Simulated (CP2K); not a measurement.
# GaAs (F-43m) in CP2K: further runs, part 2 of 2

CP2K 2026.2. Earlier steps stand in the parts before.

## (3) Band structure, LDA

gaas_bands.inp reads:

```
&GLOBAL
  PROJECT gaas_bands
  RUN_TYPE ENERGY_FORCE
  PRINT_LEVEL LOW
&END GLOBAL
&FORCE_EVAL
  METHOD QS
  STRESS_TENSOR ANALYTICAL
  &DFT
    BASIS_SET_FILE_NAME BASIS_MOLOPT_UZH
    POTENTIAL_FILE_NAME GTH_POTENTIALS
    &MGRID
      CUTOFF 450
      REL_CUTOFF 60
      NGRIDS 5
    &END MGRID
    &QS
      METHOD GPW
      EPS_DEFAULT 1.0E-9
    &END QS
    &KPOINTS
      SCHEME MONKHORST-PACK 8 8 8
      GAMMA_CENTERED T
      SYMMETRY T
      SYMMETRY_BACKEND SPGLIB
    &END KPOINTS
    &SCF
      SCF_GUESS ATOMIC
      EPS_SCF 1.0E-6
      MAX_SCF 100
      ADDED_MOS 10
      CHOLESKY OFF
      EPS_EIGVAL 1.0E-7
      &DIAGONALIZATION ON
        ALGORITHM STANDARD
      &END DIAGONALIZATION
      &MIXING ON
        METHOD BROYDEN_MIXING
        ALPHA 0.4
        BETA 1.5
        NBUFFER 8
      &END MIXING
      &SMEAR ON
        METHOD FERMI_DIRAC
        ELECTRONIC_TEMPERATURE 1160.45
      &END SMEAR
    &END SCF
    &XC
      &XC_FUNCTIONAL
        &LDA_X
        &END LDA_X
        &LDA_C_PW
        &END LDA_C_PW
      &END XC_FUNCTIONAL
    &END XC
    &PRINT
      &KPOINTS ON
      &END KPOINTS
      &MULLIKEN ON
      &END MULLIKEN
      &MO ON
        ENERGIES T
        OCCUPATION_NUMBERS T
        &EACH
          QS_SCF 0
        &END EACH
        ADD_LAST NUMERIC
      &END MO
      &BAND_STRUCTURE
        FILE_NAME bands.bs
        ADDED_MOS 4
        &KPOINT_SET
          UNITS B_VECTOR
          NPOINTS 10
          SPECIAL_POINT GAMMA 0.00000000 0.00000000 0.00000000
          SPECIAL_POINT X 0.50000000 0.00000000 0.50000000
          SPECIAL_POINT W 0.50000000 0.25000000 0.75000000
          SPECIAL_POINT K 0.37500000 0.37500000 0.75000000
          SPECIAL_POINT GAMMA 0.00000000 0.00000000 0.00000000
          SPECIAL_POINT L 0.50000000 0.50000000 0.50000000
          SPECIAL_POINT U 0.62500000 0.25000000 0.62500000
          SPECIAL_POINT W 0.50000000 0.25000000 0.75000000
          SPECIAL_POINT L 0.50000000 0.50000000 0.50000000
          SPECIAL_POINT K 0.37500000 0.37500000 0.75000000
        &END KPOINT_SET
        &KPOINT_SET
          UNITS B_VECTOR
          NPOINTS 10
          SPECIAL_POINT U 0.62500000 0.25000000 0.62500000
          SPECIAL_POINT X 0.50000000 0.00000000 0.50000000
        &END KPOINT_SET
      &END BAND_STRUCTURE
    &END PRINT
  &END DFT
  &SUBSYS
    &CELL
      A 3.9977696088 0.0000000000 0.0000000000
      B 1.9988848044 3.4621700397 0.0000000000
      C 1.9988848044 1.1540566799 3.2641652169
      PERIODIC XYZ
    &END CELL
    &COORD
      As  5.9966544132 3.4621700397 2.4481239127
      Ga  0.0000000000 0.0000000000 0.0000000000
    &END COORD
    &KIND As
      BASIS_SET TZVP-MOLOPT-PBE-GTH-q5
      POTENTIAL GTH-PADE-q5
    &END KIND
    &KIND Ga
      BASIS_SET TZVP-MOLOPT-PBE-GTH-q13
      POTENTIAL GTH-PADE-q13
    &END KIND
    &PRINT
      &ATOMIC_COORDINATES ON
      &END ATOMIC_COORDINATES
      &CELL ON
      &END CELL
    &END PRINT
  &END SUBSYS
  &PRINT
    &FORCES ON
    &END FORCES
    &STRESS_TENSOR ON
    &END STRESS_TENSOR
  &END PRINT
&END FORCE_EVAL
```

Potentials or basis: GTH_POTENTIALS As GTH-PADE-q5, Ga GTH-PADE-q13; TZVP-MOLOPT-PBE-GTH basis.

Run with:

```bash
> OMP_NUM_THREADS=1 cp2k.psmp -i gaas_bands.inp -o gaas_bands.out
```

It took 39 s on 1 thread of Arm Neoverse V1, shared host; peak memory 0.3 GiB.

Results (log left out):

| Property | Result |
| --- | --- |
| Free energy | -2202.1607 eV |
| Pressure | -1.6 GPa |
| Band gap on the k mesh | 0.29 eV, direct |
| Band gap along the path | 0.29 eV, direct |
| Mulliken charges | As +0.71; Ga -0.71 e |

Levels at the corners of the path, in eV from the valence-band top:
```csv
point,band 6,band 7,band 8,band 9,band 10,band 11,band 12,band 13
Γ,-12.80,0.00,0.00,0.00,0.29,3.69,3.69,3.69
X,-10.30,-6.91,-2.70,-2.70,1.37,1.57,10.10,10.10
W,-10.24,-6.73,-3.57,-3.39,4.55,4.69,5.38,6.01
K,-10.33,-6.73,-3.90,-2.28,1.88,4.58,7.89,8.07
Γ,-12.80,0.00,0.00,0.00,0.29,3.69,3.69,3.69
L,-11.04,-6.72,-1.16,-1.16,0.85,4.63,4.63,7.80
U,-10.33,-6.73,-3.90,-2.28,1.88,4.58,7.89,8.07
W,-10.24,-6.73,-3.57,-3.39,4.55,4.69,5.38,6.01
L,-11.04,-6.72,-1.16,-1.16,0.85,4.63,4.63,7.80
K,-10.33,-6.73,-3.90,-2.28,1.88,4.58,7.89,8.07
U,-10.33,-6.73,-3.90,-2.28,1.88,4.58,7.89,8.07
X,-10.30,-6.91,-2.70,-2.70,1.37,1.57,10.10,10.10
```

Caveat: Mulliken charges move with the basis; the basis of atomic orbitals isn't converged, which shifts pressures, moduli and gaps.

## (4) Band structure, r2SCAN

Edit gaas_bands.inp of step 3 so:

```diff
@@ -10,5 +10,5 @@
     BASIS_SET_FILE_NAME BASIS_MOLOPT_UZH
-    POTENTIAL_FILE_NAME GTH_POTENTIALS
+    POTENTIAL_FILE_NAME POTENTIAL_UZH
     &MGRID
-      CUTOFF 450
+      CUTOFF 675
       REL_CUTOFF 60
@@ -18,3 +18,3 @@
       METHOD GPW
-      EPS_DEFAULT 1.0E-9
+      EPS_DEFAULT 1.0E-10
     &END QS
@@ -44,3 +44,3 @@
         METHOD FERMI_DIRAC
-        ELECTRONIC_TEMPERATURE 1160.45
+        ELECTRONIC_TEMPERATURE [K] 116.045
       &END SMEAR
@@ -49,6 +49,6 @@
       &XC_FUNCTIONAL
-        &LDA_X
-        &END LDA_X
-        &LDA_C_PW
-        &END LDA_C_PW
+        &MGGA_X_R2SCAN
+        &END MGGA_X_R2SCAN
+        &MGGA_C_R2SCAN
+        &END MGGA_C_R2SCAN
       &END XC_FUNCTIONAL
@@ -68,5 +68,10 @@
       &END MO
+      &LOWDIN ON
+      &END LOWDIN
+      &HIRSHFELD ON
+        SHAPE_FUNCTION DENSITY
+      &END HIRSHFELD
       &BAND_STRUCTURE
         FILE_NAME bands.bs
-        ADDED_MOS 4
+        ADDED_MOS 2
         &KPOINT_SET
@@ -96,5 +101,4 @@
     &CELL
-      A 3.9977696088 0.0000000000 0.0000000000
-      B 1.9988848044 3.4621700397 0.0000000000
-      C 1.9988848044 1.1540566799 3.2641652169
+      ABC 3.9977696088 3.9977696088 3.9977696088
+      ALPHA_BETA_GAMMA 59.9999999998 59.9999999999 60.0000000000
       PERIODIC XYZ
@@ -102,3 +106,4 @@
     &COORD
-      As  5.9966544132 3.4621700397 2.4481239127
+      SCALED
+      As  0.7500000000 0.7500000000 0.7500000000
       Ga  0.0000000000 0.0000000000 0.0000000000
@@ -106,8 +111,8 @@
     &KIND As
-      BASIS_SET TZVP-MOLOPT-PBE-GTH-q5
-      POTENTIAL GTH-PADE-q5
+      BASIS_SET TZVP-MOLOPT-SCAN-GTH-q5
+      POTENTIAL GTH-SCAN-q5
     &END KIND
     &KIND Ga
-      BASIS_SET TZVP-MOLOPT-PBE-GTH-q13
-      POTENTIAL GTH-PADE-q13
+      BASIS_SET TZVP-MOLOPT-SCAN-GTH-q13
+      POTENTIAL GTH-SCAN-q13
     &END KIND
```

Potentials or basis: POTENTIAL_UZH As GTH-SCAN-q5, Ga GTH-SCAN-q13; TZVP-MOLOPT-SCAN-GTH basis.

Run with:

```bash
> OMP_NUM_THREADS=1 cp2k.psmp -i gaas_bands.inp -o gaas_bands.out
```

Wall time 2.3 min (1 thread of Arm Neoverse V1, shared host); peak memory 0.39 GiB.

The run converged. Its results:

* Free energy: -2190.9421 eV
* Pressure: -0.3 GPa
* Band gap on the k mesh: 0.83 eV, direct
* Band gap along the path: 0.83 eV, direct
* Mulliken charges: As +0.29; Ga -0.29 e
* Hirshfeld charges: As -0.14; Ga +0.14 e

Levels at the corners of the path, in eV from the valence-band top:
```tsv
point	band 6	band 7	band 8	band 9	band 10	band 11	band 12	band 13
Γ	-13.19	0.00	0.00	0.00	0.83	4.00	4.00	4.00
X	-10.55	-7.02	-2.77	-2.77	1.78	1.95	10.75	10.75
W	-10.49	-6.83	-3.62	-3.44	4.93	5.11	5.91	6.55
K	-10.59	-6.83	-3.96	-2.34	2.28	5.01	8.52	8.58
Γ	-13.19	0.00	0.00	0.00	0.83	4.00	4.00	4.00
L	-11.32	-6.83	-1.19	-1.19	1.28	5.00	5.00	8.56
U	-10.59	-6.83	-3.96	-2.34	2.28	5.01	8.52	8.58
W	-10.49	-6.83	-3.62	-3.44	4.93	5.11	5.91	6.55
L	-11.32	-6.83	-1.19	-1.19	1.28	5.00	5.00	8.56
K	-10.59	-6.83	-3.96	-2.34	2.28	5.01	8.52	8.58
U	-10.59	-6.83	-3.96	-2.34	2.28	5.01	8.52	8.58
X	-10.55	-7.02	-2.77	-2.77	1.78	1.95	10.75	10.75
```

Caveat: Mulliken charges move with the basis; the basis of atomic orbitals isn't converged, which shifts pressures, moduli and gaps.

## (5) Overview

| level | potentials or basis | smearing | EPS_DEFAULT | points a segment of the path (NPOINTS) | bands added on the path | CUTOFF of the grids | gap on the mesh (eV) | pressure (GPa) |
| --- | --- | --- | --- | --- | --- | --- | --- | --- |
| PBEsol | POTENTIAL_UZH As GTH-PBE-q5, Ga GTH-PBE-q13; TZVP-MOLOPT-PBE-GTH basis | fermi-dirac 0.05 eV | 1.0E-10 | 6 | 2 | 450 Ry | 0.38 | 1.7 |
| LDA | GTH_POTENTIALS As GTH-PADE-q5, Ga GTH-PADE-q13; TZVP-MOLOPT-PBE-GTH basis | fermi-dirac 0.1 eV | 1.0E-9 | 10 | 4 | 450 Ry | 0.29 | -1.6 |
| r2SCAN | POTENTIAL_UZH As GTH-SCAN-q5, Ga GTH-SCAN-q13; TZVP-MOLOPT-SCAN-GTH basis | fermi-dirac 0.01 eV | 1.0E-10 | 10 | 2 | 675 Ry | 0.83 | -0.3 |

Alike in all rows: task band structure; no spin polarisation; cell as given; k mesh 8 × 8 × 8.

Caveats: the basis of atomic orbitals isn't converged, which shifts pressures, moduli and gaps; the potentials were made for another functional, which shifts forces and pressure (some runs).

Total energies depend on the potentials used, so only differences within one code and one set of settings carry meaning.

## (6) Against experiment

Step 2. A measured gap of GaAs is 1.418 eV (direct; 300 K; “Evidence of valence band perturbations in GaAsN/GaAs(001): A combined variable-angle spectroscopic ellipsometry and modulated photoreflectance investigation”, 2008, arxiv:0805.2212); the calculated 0.38 eV misses it by -1.04 eV. So large a miss can be the level of theory's own, or it may mean another phase, state or a wrong row. 3 values of this kind are on record (1.412 to 1.51 eV); this one was drawn at random among those near their median, those with a stated uncertainty first. Spin-orbit coupling on As, Ga is left out. The value is that of PBEsol in an atomic basis (POTENTIAL_UZH As GTH-PBE-q5, Ga GTH-PBE-q13; TZVP-MOLOPT-PBE-GTH basis), whose error adds to the functional's,, without temperature or zero-point motion. Semilocal functionals fall short of measured gaps as a rule.

Step 3. Measured gap of GaAs: 1.412 eV (direct; 300 K; “Evidence of valence band perturbations in GaAsN/GaAs(001): A combined variable-angle spectroscopic ellipsometry and modulated photoreflectance investigation”, 2008, arxiv:0805.2212). This calculation gives 0.29 eV (-1.12 eV). So large a miss can be the level of theory's own, or it may mean another phase, state or a wrong row. 3 values of this kind are on record (1.412 to 1.51 eV); this one was drawn at random among those near their median, those with a stated uncertainty first. Spin-orbit coupling on As, Ga is left out. The value is that of LDA in an atomic basis (GTH_POTENTIALS As GTH-PADE-q5, Ga GTH-PADE-q13; TZVP-MOLOPT-PBE-GTH basis), whose error adds to the functional's,, without temperature or zero-point motion. Semilocal functionals fall short of measured gaps as a rule.

Step 4. Measured gap of GaAs: 1.412 eV (direct; 300 K; “Evidence of valence band perturbations in GaAsN/GaAs(001): A combined variable-angle spectroscopic ellipsometry and modulated photoreflectance investigation”, 2008, arxiv:0805.2212). This calculation gives 0.83 eV (-0.58 eV). 3 values of this kind are on record (1.412 to 1.51 eV); this one was drawn at random among those near their median, those with a stated uncertainty first. Spin-orbit coupling on As, Ga is left out. The value is that of r2SCAN in an atomic basis (POTENTIAL_UZH As GTH-SCAN-q5, Ga GTH-SCAN-q13; TZVP-MOLOPT-SCAN-GTH basis), whose error adds to the functional's,, without temperature or zero-point motion.
